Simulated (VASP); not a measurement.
# H (I4/mmm) in VASP: notebook

One crystal, H, is run at these levels: PBE; tasks: single point.

Everything below comes from runs of VASP 6.6.1. Logs are shortened: lines on timing, memory, paths and dates and some standing lists are left out, and cuts for length are marked.

**1. The structure**

It takes space group I4/mmm (No. 139, tetragonal). The conventional cell has a = 3.383 Å, b = 3.383 Å, c = 4.117 Å, α = 90.00°, β = 90.00°, γ = 90.00°. H (site symmetry 4mm) is surrounded by 1 H at 0.74 Å.

**2. Single point, PBE**

The input, INCAR:

```
SYSTEM = H
  PREC = Accurate
  ENCUT = 550
  EDIFF = 1E-6
  ISMEAR = 0
  SIGMA = 0.05
  LREAL = Auto
  LASPH = .TRUE.
  NELM = 100
  ALGO = Normal
  ISIF = 2
  LWAVE = .FALSE.
  LCHARG = .FALSE.
  GGA = PE
  ADDGRID = .FALSE.
```

The input, KPOINTS:

```
Automatic mesh
0
G
  7 7 7
  0 0 0
```

The input, POSCAR:

```
H
1.0
   -1.6915344700      1.6915344700      2.0584739900
    1.6915344700     -1.6915344700      2.0584739900
    1.6915344700      1.6915344700     -2.0584739900
H
2
Direct
    0.0961830000      0.0949540000      0.0224580000
    0.9170920000      0.8909110000      0.0100700000
```

Potentials or basis: VASP PAW PBE potentials, release 64 (H).

Launch:

```bash
cat potpaw_PBE.64/H/POTCAR > POTCAR
mpirun -np 1 vasp_std > vasp.out
```

OUTCAR:

```text
SYSTEM = H
   PREC = Accurate
   ENCUT = 550
   EDIFF = 1E-6
   ISMEAR = 0
   LREAL = Auto
   LASPH = .TRUE.
   NELM = 100
   ISIF = 2
   GGA = PE

 Found    172 irreducible k-points:

 Following reciprocal coordinates:
            Coordinates               Weight
  0.000000  0.000000  0.000000      1.000000
  0.142857  0.000000  0.000000      2.000000
  0.000000  0.142857  0.000000      2.000000
  0.000000  0.142857 -0.142857      2.000000
  0.142857  0.000000 -0.142857      2.000000
  0.285714 -0.000000  0.000000      2.000000
   k-points           NKPTS =    172   k-points in BZ     NKDIM =    172   number of bands    NBANDS=      5
   number of dos      NEDOS =    301   number of ions     NIONS =      2
   total plane-waves  NPLWV =  13824
   dimension x,y,z NGX =    24 NGY =   24 NGZ =   24
   dimension x,y,z NGXF=    48 NGYF=   48 NGZF=   48
   ions per type =               2
   NGX,Y,Z   is equivalent  to a cutoff of  12.64, 12.64, 12.64 a.u.
   NGXF,Y,Z  is equivalent  to a cutoff of  25.29, 25.29, 25.29 a.u.
 SYSTEM =  H
   PREC   = accura    normal or accurate (medium, high low for compatibility)
   ISTART =      0    job   : 0-new  1-cont  2-samecut
   ICHARG =      2    charge: 1-file 2-atom 10-const
   ISPIN  =      1    spin polarized calculation?
   LNONCOLLINEAR =      F non collinear calculations
   LSORBIT =      F    spin-orbit coupling
   LASPH  =      T    aspherical Exc in radial PAW
   ENCUT  =  550.0 eV  40.42 Ry    6.36 a.u.   6.03  6.03  6.03*2*pi/ulx,y,z
   NELM   =    100;   NELMIN=  2; NELMDL= -5     # of ELM steps
   EDIFF  = 0.1E-05   stopping-criterion for ELM
   LREAL  =      T    real-space projection
   EDIFFG = 0.1E-04   stopping-criterion for IOM
   NSW    =      0    number of steps for IOM
   IBRION =     -1    ionic relax: 0-MD 1-quasi-New 2-CG
   NFREE  =      0    steps in history (QN), initial steepest desc. (CG)
   ISIF   =      2    stress and relaxation
   ISYM   =      2    0-nonsym 1-usesym 2-fastsym
   POTIM  = 0.5000    time-step for ionic-motion
   TEBEG  =    0.0;   TEEND  =   0.0 temperature during run
   PSTRESS=    0.0 pullay stress
   NELECT =       2.0000    total number of electrons
   NUPDOWN=      -1.0000    fix difference up-down
   EMIN   =  10.00;   EMAX   =-10.00  energy-range for DOS
   EFERMI =   0.00;   METHOD = LEGACY
   ISMEAR =     0;   SIGMA  =   0.05  broadening in eV -4-tet -1-fermi 0-gaus
   EFERMI_NEDOS =   21; number of points for ismear=-14 and -15
   IALGO  =     38    algorithm
   IMIX   =      4    mixing-type and parameters
     AMIX     =   0.40;   BMIX     =  1.00
     AMIX_MAG =   1.60;   BMIX_MAG =  1.00
  volume/ion in A,a.u.               =      11.78        79.49
  Fermi-wavevector in a.u.,A,eV,Ry     =   0.719497  1.359653  7.043413  0.517676
  Thomas-Fermi vector in A             =   1.808708
   LORBIT       =      0    0 simple, 1 ext, 2 COOP (PROOUT), +10 PAW based schemes
   GGA     = PE    functional components
   LHFCALC =     F    Hartree Fock is set to
   AEXX    =    0.0000 exact exchange contribution
   IVDW    =     0    specifies the selected vdW correction
   LEPSILON=     F    determine dielectric tensor
   LRPA    =     F    only Hartree local field effects (RPA)
 non-spin polarized calculation
 Gauss-broadening in eV      SIGMA  =   0.05
  energy-cutoff  :      550.00
  volume of cell :       23.56
 maximum number of plane-waves:       708
   NGX = 11   NGY = 11   NGZ = 11

 number of electron       2.0000000 magnetization

 Free energy of the ion-electron system (eV)
  ---------------------------------------------------
  ext. energy  EPLUGINS =         0.00000000
  ---------------------------------------------------
  free energy    TOTEN  =        -6.77826683 eV

  energy without entropy =       -6.77826683  energy(sigma->0) =       -6.77826683

 E-fermi :  -7.8380     XC(G=0):  -5.3786

 val. band max:       -8.0544191669   @ k =  -0.4286   0.4286   0.4286
 cond. band min:       0.7396379955   @ k =   0.0000   0.4286  -0.0000
 fundamental gap:      8.7940571624
 Fermi energy:        -7.8379748530

 k-point     1 :       0.0000    0.0000    0.0000
  band No.  band energies     occupation
      1     -10.4353      2.00000
      2       5.5914      0.00000
      3       8.6345      0.00000
      4      15.3808      0.00000
      5      15.3923      0.00000

 k-point     2 :       0.1429    0.0000    0.0000
  band No.  band energies     occupation
      1     -10.1892      2.00000
      2       4.4699      0.00000
      3       9.0828      0.00000
      4      13.2793      0.00000
      5      14.1258      0.00000

 k-point     3 :       0.0000    0.1429    0.0000
  band No.  band energies     occupation
      1     -10.1845      2.00000
      2       4.3719      0.00000
      3       9.1862      0.00000
      4      13.4185      0.00000
      5      14.0980      0.00000

 k-point     4 :       0.0000    0.1429   -0.1429
  band No.  band energies     occupation
      1     -10.1869      2.00000
      2       4.4213      0.00000
      3       9.1328      0.00000
      4      13.3479      0.00000
      5      14.1121      0.00000

 k-point     5 :       0.1429    0.0000   -0.1429
  band No.  band energies     occupation
      1     -10.1915      2.00000
      2       4.5164      0.00000
      3       9.0369      0.00000
      4      13.2150      0.00000
      5      14.1395      0.00000

 k-point     6 :       0.2857   -0.0000    0.0000
  band No.  band energies     occupation
      1      -9.5592      2.00000
      2       2.4691      0.00000
      3       9.3451      0.00000
      4      11.0238      0.00000
      5      12.8749      0.00000

 [... further k-points ...]

------------------------ aborting loop because EDIFF is reached ----------------------------------------

  FORCE on cell =-STRESS in cart. coord.  units (eV):
  Direction    XX          YY          ZZ          XY          YZ          ZX
  --------------------------------------------------------------------------------------
  -------------------------------------------------------------------------------------
  Total        0.0371510      0.0405006     -0.3664607      0.0007575      0.0123041     -0.0366404
  in kB        2.5264694      2.7542594    -24.9213133      0.0515123      0.8367487     -2.4917485
  external PRESSURE =      -6.5468615 kB  Pullay stress =       0.0000000 kB

 VOLUME and BASIS-vectors are now :
 -----------------------------------------------------------------------------
  energy-cutoff  :      550.00
  volume of cell :       23.56
      direct lattice vectors                 reciprocal lattice vectors
    -1.691534470  1.691534470  2.058473990     0.000000000  0.295589602  0.242898381
     1.691534470 -1.691534470  2.058473990     0.295589602  0.000000000  0.242898381
     1.691534470  1.691534470 -2.058473990     0.295589602  0.295589602  0.000000000

 POSITION                                       TOTAL-FORCE (eV/Angst)
 -----------------------------------------------------------------------------------
      0.03591      0.04007      0.34722        -0.048114      0.016212     -0.538704
     -0.02725      0.06132      3.70100         0.048114     -0.016212      0.538704
 -----------------------------------------------------------------------------------
    total drift:                                0.000001      0.000001      0.000002

  FREE ENERGIE OF THE ION-ELECTRON SYSTEM (eV)
  ---------------------------------------------------
  free  energy   TOTEN  =        -6.7782668253 eV

  energy  without entropy=       -6.7782668253  energy(sigma->0) =       -6.77826683
```

Wall time 9.9 s (1 thread of Intel Xeon Platinum 8488C (Sapphire Rapids), shared host); peak memory 0.13 GiB.

These settings aren't checked as converged: the numbers below hold their error.

What came out:

```
Free energy            : -6.7783 eV
Pressure               : -0.7 GPa
Largest force          : 0.541 eV/Å
Band gap on the k mesh : 8.79 eV, indirect (least direct gap 9.54 eV)
```

Caveat: an odd mesh through Γ misses points on the zone boundary, where band edges often lie.

**3. Single point, PBE**

Changes to INCAR since step 2:

```diff
@@ -3,6 +3,6 @@
   ENCUT = 550
-  EDIFF = 1E-6
+  EDIFF = 1E-4
   ISMEAR = 0
   SIGMA = 0.05
-  LREAL = Auto
+  LREAL = .FALSE.
   LASPH = .TRUE.
```

KPOINTS is that of step 2.

The input, POSCAR:

```
H
1.0
   -1.6915344700      1.6915344700      2.0584739900
    1.6915344700     -1.6915344700      2.0584739900
    1.6915344700      1.6915344700     -2.0584739900
H
2
Direct
    0.0901377100      0.0901377100      0.0000000000
    0.9098622900      0.9098622900      0.0000000000
```

Potentials or basis: VASP PAW PBE potentials, release 64 (H).

Launch:

```bash
cat potpaw_PBE.64/H/POTCAR > POTCAR
mpirun -np 1 vasp_std > vasp.out
```

Wall time 2.1 s (1 thread of Intel Xeon Platinum 8488C (Sapphire Rapids), shared host); peak memory 0.12 GiB.

These settings aren't checked as converged: the numbers below hold their error.

Results:

| Property | Result |
| --- | --- |
| Free energy | -6.7820 eV |
| Pressure | 0.7 GPa |
| Largest force | 0.261 eV/Å |
| Band gap on the k mesh | 9.21 eV, indirect (least direct gap 9.98 eV) |

Caveat: an odd mesh through Γ misses points on the zone boundary, where band edges often lie.

**4. Single point, PBE**

INCAR is that of step 3.

KPOINTS is that of step 3.

The input, POSCAR:

```
H
1.0
   -1.6915344700      1.6915344700      2.0584739900
    1.6915344700     -1.6915344700      2.0584739900
    1.6915344700      1.6915344700     -2.0584739900
H
2
Direct
    0.0961830000      0.0949540000      0.0224580000
    0.9170920000      0.8909110000      0.0100700000
```

Launch:

```bash
cat potpaw_PBE.64/H/POTCAR > POTCAR
mpirun -np 1 vasp_std > vasp.out
```

It took 5 s on 1 thread of Intel Xeon Platinum 8488C (Sapphire Rapids), shared host; peak memory 0.14 GiB.

These settings aren't checked as converged: the numbers below hold their error.

Results:

- Free energy: -6.7783 eV
- Pressure: -0.7 GPa
- Largest force: 0.541 eV/Å
- Band gap on the k mesh: 8.79 eV, indirect (least direct gap 9.54 eV)

Caveat: an odd mesh through Γ misses points on the zone boundary, where band edges often lie.

**5. For comparison**

An earlier run on the cell as given: functional PBE; potentials or basis VASP PAW PBE potentials, release 64 (H); cutoff 520 eV; k mesh 11 × 11 × 11; occupations fermi-dirac, width 0.05 eV; no spin polarisation.

* Pressure: 0.6 GPa
* Largest force: 0.264 eV/Å
* Band gap on the k mesh: 9.05 eV, indirect (least direct gap 9.84 eV)
